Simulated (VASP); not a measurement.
# Sb2Pt (Pa-3) in VASP: single point with r2SCAN

Aim: the single point of Sb2Pt with r2SCAN.

Program: VASP 6.6.1. These are calculated values, not measurements. Logs are shortened: lines on timing, memory, paths and dates and some standing lists are left out, and cuts for length are marked.

**The experiment to reproduce.**

A printed reference work, data compilation reports, for a bulk crystal of Sb2Pt: band gap 0.11 eV.

The runs below are set against these values where they give the same quantity.

**1. The cell of the first run**

The structure is cubic, space group Pa-3 (No. 205). The conventional cell has a = 6.506 Å, b = 6.506 Å, c = 6.506 Å, α = 90.00°, β = 90.00°, γ = 90.00°. Pt (site symmetry -3) has 6 Sb at 2.70 Å within 3.6 Å. Within 3.6 Å of Sb (site symmetry 3) lie 3 Pt at 2.70 Å and 1 Sb at 2.80 Å.

**2. Single point, r2SCAN**

Contents of POSCAR:

```
Sb2Pt
1.0
    6.5061891848      0.0000000000      0.0000000000
    0.0000000000      6.5061891848      0.0000000000
    0.0000000000      0.0000000000      6.5061891848
Pt Sb
4 8
Direct
    0.0000000000      0.0000000000      0.0000000000
    0.5000000000      0.0000000000      0.5000000000
    0.5000000000      0.5000000000      0.0000000000
    0.0000000000      0.5000000000      0.5000000000
    0.3756171393      0.3756171393      0.3756171393
    0.1243828607      0.6243828607      0.8756171393
    0.8756171393      0.1243828607      0.6243828607
    0.6243828607      0.8756171393      0.1243828607
    0.6243828607      0.6243828607      0.6243828607
    0.8756171393      0.3756171393      0.1243828607
    0.1243828607      0.8756171393      0.3756171393
    0.3756171393      0.1243828607      0.8756171393
```

Contents of INCAR.step1:

```
SYSTEM = Sb2Pt
  PREC = Accurate
  ENCUT = 520
  ISMEAR = 1
  SIGMA = 0.0583
  LREAL = .FALSE.
  LASPH = .TRUE.
  NELM = 100
  NBANDS = 52
  GGA = PE
  ALGO = Normal
  EDIFF = 1E-4
  LWAVE = .TRUE.
  LCHARG = .FALSE.
```

Contents of INCAR.step2:

```
SYSTEM = Sb2Pt
  PREC = Accurate
  ENCUT = 520
  EDIFF = 1E-6
  ISMEAR = 1
  SIGMA = 0.0583
  LREAL = .FALSE.
  LASPH = .TRUE.
  NELM = 100
  ALGO = Normal
  ISIF = 2
  LWAVE = .FALSE.
  LCHARG = .FALSE.
  METAGGA = R2SCAN
  LMIXTAU = .TRUE.
  NBANDS = 52
  ISTART = 1
```

Contents of KPOINTS:

```
Automatic mesh
0
G
  4 4 4
  0 0 0
```

Potentials or basis: VASP PAW PBE potentials, release 64 (Pt, Sb).

On the command line:

```bash
$ cat potpaw_PBE.64/Pt/POTCAR potpaw_PBE.64/Sb/POTCAR > POTCAR
$ cp INCAR.step1 INCAR
$ mpirun -np 1 vasp_std > vasp.out
$ cp INCAR.step2 INCAR
$ mpirun -np 1 vasp_std > vasp.out
```

OUTCAR:

```text
SYSTEM = Sb2Pt
   PREC = Accurate
   ENCUT = 520
   EDIFF = 1E-6
   ISMEAR = 1
   LREAL = .FALSE.
   LASPH = .TRUE.
   NELM = 100
   ISIF = 2
   METAGGA = R2SCAN
   ISTART = 1

 ion  position               nearest neighbor table
   1  0.000  0.000  0.000-   6 2.70   7 2.70   8 2.70  10 2.70  11 2.70  12 2.70
   2  0.500  0.000  0.500-   5 2.70   7 2.70   8 2.70   9 2.70  11 2.70  12 2.70
   3  0.500  0.500  0.000-   5 2.70   6 2.70   8 2.70   9 2.70  10 2.70  12 2.70
   4  0.000  0.500  0.500-   5 2.70   6 2.70   7 2.70   9 2.70  10 2.70  11 2.70
   5  0.376  0.376  0.376-   2 2.70   3 2.70   4 2.70   9 2.80  10 3.64  11 3.64  12 3.64  12 3.64
                            11 3.64  10 3.64
   6  0.124  0.624  0.876-   1 2.70   3 2.70   4 2.70  10 2.80   9 3.64  11 3.64  12 3.64  11 3.64
                            12 3.64   9 3.64
   7  0.876  0.124  0.624-   1 2.70   2 2.70   4 2.70  11 2.80  10 3.64   9 3.64  12 3.64  10 3.64
                             9 3.64  12 3.64
   8  0.624  0.876  0.124-   1 2.70   2 2.70   3 2.70  12 2.80  10 3.64  11 3.64   9 3.64   9 3.64
                            10 3.64  11 3.64
   9  0.624  0.624  0.624-   2 2.70   3 2.70   4 2.70   5 2.80   6 3.64   7 3.64   8 3.64   8 3.64
                             7 3.64   6 3.64
  10  0.876  0.376  0.124-   1 2.70   3 2.70   4 2.70   6 2.80   5 3.64   7 3.64   8 3.64   7 3.64
                             8 3.64   5 3.64
  11  0.124  0.876  0.376-   1 2.70   2 2.70   4 2.70   7 2.80   6 3.64   5 3.64   8 3.64   6 3.64
                             5 3.64   8 3.64
  12  0.376  0.124  0.876-   1 2.70   2 2.70   3 2.70   8 2.80   6 3.64   7 3.64   5 3.64   5 3.64
                             6 3.64   7 3.64

  LATTYP: Found a simple cubic cell.
 ALAT       =     6.5061891848

  Lattice vectors:

 A1 = (   6.5061891848,   0.0000000000,   0.0000000000)
 A2 = (   0.0000000000,   6.5061891848,   0.0000000000)
 A3 = (   0.0000000000,   0.0000000000,   6.5061891848)

Analysis of symmetry for initial positions (statically):
=====================================================================
 Subroutine PRICEL returns:
 Original cell was already a primitive cell.

 Routine SETGRP: Setting up the symmetry group for a
 simple cubic supercell.

 Subroutine GETGRP returns: Found 24 space group operations
 (whereof  6 operations were pure point group operations)
 out of a pool of 48 trial point group operations.

The static configuration has the point symmetry S_6 .
 The point group associated with its full space group is T_h .

Analysis of symmetry for dynamics (positions and initial velocities):
=====================================================================
 Subroutine PRICEL returns:
 Original cell was already a primitive cell.

 Routine SETGRP: Setting up the symmetry group for a
 simple cubic supercell.

 Subroutine GETGRP returns: Found 24 space group operations
 (whereof  6 operations were pure point group operations)
 out of a pool of 48 trial point group operations.

The dynamic configuration has the point symmetry S_6 .
 The point group associated with its full space group is T_h .

 Subroutine INISYM returns: Found 24 space group operations
 (whereof  6 operations are pure point group operations),
 and found     1 'primitive' translations

----------------------------------------------------------------------------------------

                                     Primitive cell

  volume of cell :     275.4102

  direct lattice vectors                    reciprocal lattice vectors
     6.506189185  0.000000000  0.000000000     0.153699804  0.000000000  0.000000000
     0.000000000  6.506189185  0.000000000     0.000000000  0.153699804  0.000000000
     0.000000000  0.000000000  6.506189185     0.000000000  0.000000000  0.153699804

  length of vectors
     6.506189185  6.506189185  6.506189185     0.153699804  0.153699804  0.153699804

  position of ions in fractional coordinates (direct lattice)
     0.000000000  0.000000000  0.000000000
     0.500000000  0.000000000  0.500000000
     0.500000000  0.500000000  0.000000000
     0.000000000  0.500000000  0.500000000
     0.375617139  0.375617139  0.375617139
     0.124382861  0.624382861  0.875617139
     0.875617139  0.124382861  0.624382861
     0.624382861  0.875617139  0.124382861
     0.624382861  0.624382861  0.624382861
     0.875617139  0.375617139  0.124382861
     0.124382861  0.875617139  0.375617139
     0.375617139  0.124382861  0.875617139

  ion indices of the primitive-cell ions
   primitive index   ion index
                 1           1
                 2           2
                 3           3
                 4           4
                 5           5
                 6           6
                 7           7
                 8           8
                 9           9
                10          10
                11          11
                12          12

----------------------------------------------------------------------------------------

 KPOINTS: Automatic mesh

Automatic generation of k-mesh.
 Grid dimensions read from file:
 generate k-points for:    4    4    4

 Generating k-lattice:

  Cartesian coordinates                     Fractional coordinates (reciprocal lattice)
     0.038424951  0.000000000  0.000000000     0.250000000  0.000000000  0.000000000
     0.000000000  0.038424951  0.000000000     0.000000000  0.250000000  0.000000000
     0.000000000  0.000000000  0.038424951     0.000000000  0.000000000  0.250000000

  Length of vectors
     0.038424951  0.038424951  0.038424951

  Shift w.r.t. Gamma in fractional coordinates (k-lattice)
     0.000000000  0.000000000  0.000000000

 Subroutine IBZKPT returns following result:
 ===========================================

 Found     11 irreducible k-points:

 Following reciprocal coordinates:
            Coordinates               Weight
  0.000000  0.000000  0.000000      1.000000
  0.250000  0.000000  0.000000      6.000000
  0.500000  0.000000  0.000000      3.000000
  0.250000  0.250000  0.000000     12.000000
  0.500000  0.250000  0.000000      6.000000
 -0.250000  0.500000  0.000000      6.000000
  0.500000  0.500000  0.000000      3.000000
  0.250000  0.250000  0.250000      8.000000
  0.500000  0.250000  0.250000     12.000000
  0.500000  0.500000  0.250000      6.000000
  0.500000  0.500000  0.500000      1.000000
   k-points           NKPTS =     11   k-points in BZ     NKDIM =     11   number of bands    NBANDS=     52
   number of dos      NEDOS =    301   number of ions     NIONS =     12
   total plane-waves  NPLWV = 110592
   dimension x,y,z NGX =    48 NGY =   48 NGZ =   48
   dimension x,y,z NGXF=    96 NGYF=   96 NGZF=   96
   ions per type =               4   8
   NGX,Y,Z   is equivalent  to a cutoff of  12.26, 12.26, 12.26 a.u.
   NGXF,Y,Z  is equivalent  to a cutoff of  24.53, 24.53, 24.53 a.u.
 SYSTEM =  Sb2Pt
   PREC   = accura    normal or accurate (medium, high low for compatibility)
   ISTART =      1    job   : 0-new  1-cont  2-samecut
   ICHARG =      0    charge: 1-file 2-atom 10-const
   ISPIN  =      1    spin polarized calculation?
   LNONCOLLINEAR =      F non collinear calculations
   LSORBIT =      F    spin-orbit coupling
   LASPH  =      T    aspherical Exc in radial PAW
   ENCUT  =  520.0 eV  38.22 Ry    6.18 a.u.  12.10 12.10 12.10*2*pi/ulx,y,z
   NELM   =    100;   NELMIN=  2; NELMDL=  0     # of ELM steps
   EDIFF  = 0.1E-05   stopping-criterion for ELM
   LREAL  =      F    real-space projection
   EDIFFG = 0.1E-04   stopping-criterion for IOM
   NSW    =      0    number of steps for IOM
   IBRION =     -1    ionic relax: 0-MD 1-quasi-New 2-CG
   NFREE  =      0    steps in history (QN), initial steepest desc. (CG)
   ISIF   =      2    stress and relaxation
   ISYM   =      2    0-nonsym 1-usesym 2-fastsym
   POTIM  = 0.5000    time-step for ionic-motion
   TEBEG  =    0.0;   TEEND  =   0.0 temperature during run
   PSTRESS=    0.0 pullay stress
   NELECT =      80.0000    total number of electrons
   NUPDOWN=      -1.0000    fix difference up-down
   EMIN   =  10.00;   EMAX   =-10.00  energy-range for DOS
   EFERMI =   0.00;   METHOD = LEGACY
   ISMEAR =     1;   SIGMA  =   0.06  broadening in eV -4-tet -1-fermi 0-gaus
   EFERMI_NEDOS =   21; number of points for ismear=-14 and -15
   IALGO  =     38    algorithm
   IMIX   =      4    mixing-type and parameters
     AMIX     =   0.40;   BMIX     =  1.00
     AMIX_MAG =   1.60;   BMIX_MAG =  1.00
  volume/ion in A,a.u.               =      22.95       154.88
  Fermi-wavevector in a.u.,A,eV,Ry     =   1.084205  2.048851 15.993660  1.175501
  Thomas-Fermi vector in A             =   2.220290
   LORBIT       =      0    0 simple, 1 ext, 2 COOP (PROOUT), +10 PAW based schemes
   METAGGA = R2SCAN    functional components
   LHFCALC =     F    Hartree Fock is set to
   AEXX    =    0.0000 exact exchange contribution
   IVDW    =     0    specifies the selected vdW correction
   LEPSILON=     F    determine dielectric tensor
   LRPA    =     F    only Hartree local field effects (RPA)
 non-spin polarized calculation
 Methfessel and Paxton  Order N= 1 SIGMA  =   0.06
  energy-cutoff  :      520.00
  volume of cell :      275.41
 maximum number of plane-waves:      7464
   NGX = 25   NGY = 25   NGZ = 25

 number of electron      79.9999978 magnetization

 Free energy of the ion-electron system (eV)
  ---------------------------------------------------
  ext. energy  EPLUGINS =         0.00000000
  ---------------------------------------------------
  free energy    TOTEN  =      -418.11581656 eV

  energy without entropy =     -418.11326448  energy(sigma->0) =     -418.11496587

 E-fermi :   8.8192     XC(G=0): -11.4604

 val. band max:        8.8067840313   @ k =   0.5000   0.5000   0.5000
 cond. band min:       8.8193285734   @ k =   0.2500   0.0000   0.0000
 fundamental gap:      0.0125445421
 Fermi energy:         8.8192109800

 k-point     1 :       0.0000    0.0000    0.0000
  band No.  band energies     occupation
      1      -4.2750      2.00000
      2      -1.9888      2.00000
      3      -1.9888      2.00000
      4      -1.9888      2.00000
      5      -0.3752      2.00000
      6      -0.3752      2.00000
[... 44 lines left out ...]
     51      13.6017      0.00000
     52      13.7465      0.00000

 k-point     2 :       0.2500    0.0000    0.0000
  band No.  band energies     occupation
      1      -4.0440      2.00000
      2      -2.4990      2.00000
      3      -1.8709      2.00000
      4      -1.8556      2.00000
      5      -0.3645      2.00000
      6      -0.3602      2.00000
[... 44 lines left out ...]
     51      13.3430      0.00000
     52      13.6768      0.00000

 k-point     3 :       0.5000    0.0000    0.0000
  band No.  band energies     occupation
      1      -3.3899      2.00000
      2      -3.3899      2.00000
      3      -1.7111      2.00000
      4      -1.7111      2.00000
      5      -0.3167      2.00000
      6      -0.3167      2.00000
[... 44 lines left out ...]
     51      13.3139      0.00000
     52      13.3139      0.00000
[... 331 lines left out ...]
 k-point    10 :       0.5000    0.5000    0.2500
  band No.  band energies     occupation
      1      -2.3885      2.00000
      2      -2.3885      2.00000
      3      -2.3885      2.00000
      4      -2.3885      2.00000
      5      -0.8375      2.00000
      6      -0.8375      2.00000
[... 44 lines left out ...]
     51      12.3626      0.00000
     52      12.3626      0.00000

 k-point    11 :       0.5000    0.5000    0.5000
  band No.  band energies     occupation
      1      -2.0721      2.00000
      2      -2.0721      2.00000
      3      -2.0721      2.00000
      4      -2.0721      2.00000
      5      -1.3260      2.00000
      6      -1.3260      2.00000
[... 44 lines left out ...]
     51      11.7470      0.00000
     52      11.7470      0.00000

------------------------ aborting loop because EDIFF is reached ----------------------------------------

  FORCE on cell =-STRESS in cart. coord.  units (eV):
  Direction    XX          YY          ZZ          XY          YZ          ZX
  --------------------------------------------------------------------------------------
  -------------------------------------------------------------------------------------
  Total       -0.1776163     -0.1776163     -0.1776163      0.0000000      0.0000000     -0.0000000
  in kB       -1.0332690     -1.0332690     -1.0332690      0.0000000      0.0000000     -0.0000000
  external PRESSURE =      -1.0332690 kB  Pullay stress =       0.0000000 kB

 VOLUME and BASIS-vectors are now :
 -----------------------------------------------------------------------------
  energy-cutoff  :      520.00
  volume of cell :      275.41
      direct lattice vectors                 reciprocal lattice vectors
     6.506189185  0.000000000  0.000000000     0.153699804  0.000000000  0.000000000
     0.000000000  6.506189185  0.000000000     0.000000000  0.153699804  0.000000000
     0.000000000  0.000000000  6.506189185     0.000000000  0.000000000  0.153699804

 POSITION                                       TOTAL-FORCE (eV/Angst)
 -----------------------------------------------------------------------------------
      0.00000      0.00000      0.00000         0.000000      0.000000     -0.000000
      3.25309      0.00000      3.25309         0.000000      0.000000     -0.000000
      3.25309      3.25309      0.00000         0.000000      0.000000     -0.000000
      0.00000      3.25309      3.25309         0.000000      0.000000     -0.000000
      2.44384      2.44384      2.44384        -0.022536     -0.022536     -0.022536
      0.80926      4.06235      5.69693         0.022536      0.022536     -0.022536
      5.69693      0.80926      4.06235        -0.022536      0.022536      0.022536
      4.06235      5.69693      0.80926         0.022536     -0.022536      0.022536
      4.06235      4.06235      4.06235         0.022536      0.022536      0.022536
      5.69693      2.44384      0.80926        -0.022536     -0.022536      0.022536
      0.80926      5.69693      2.44384         0.022536     -0.022536     -0.022536
      2.44384      0.80926      5.69693        -0.022536      0.022536     -0.022536
 -----------------------------------------------------------------------------------
    total drift:                                0.000000      0.000000     -0.000000

  FREE ENERGIE OF THE ION-ELECTRON SYSTEM (eV)
  ---------------------------------------------------
  free  energy   TOTEN  =      -418.1158165637 eV

  energy  without entropy=     -418.1132644781  energy(sigma->0) =     -418.11496587
```

It took 4.7 min on 1 thread of Intel Xeon Platinum 8488C (Sapphire Rapids), shared host; peak memory 0.43 GiB.

What came out:

| Property | Result |
| --- | --- |
| Free energy | -418.1158 eV |
| Pressure | -0.1 GPa |
| Largest force | 0.039 eV/Å |
| Band gap on the k mesh | zero (band 40 reaches 8.82 eV, above the bottom of band 41 at 8.81 eV) |

Forces in eV/Å, atoms in the order of the input:
```
Pt   0.000  0.000  0.000
Pt   0.000  0.000  0.000
Pt   0.000  0.000  0.000
Pt   0.000  0.000  0.000
Sb  -0.023 -0.023 -0.023
Sb   0.023  0.023 -0.023
Sb  -0.023  0.023  0.023
Sb   0.023 -0.023  0.023
Sb   0.023  0.023  0.023
Sb  -0.023 -0.023  0.023
Sb   0.023 -0.023 -0.023
Sb  -0.023  0.023 -0.023
```

Caveat: the PAW data sets were made with another functional, which shifts forces and pressure a little; spin-orbit coupling is left out, which moves the levels of the heavy elements.

**3. How close it comes**

Step 2. Against the measured gap of Sb2Pt, 0.11 eV (a printed reference work, data compilation), the calculated 0.00 eV is off by -0.11 eV. Spin-orbit coupling on Pt, Sb is left out. The value is that of r2SCAN on a finite k mesh, which can miss the band edges, without temperature or zero-point motion.
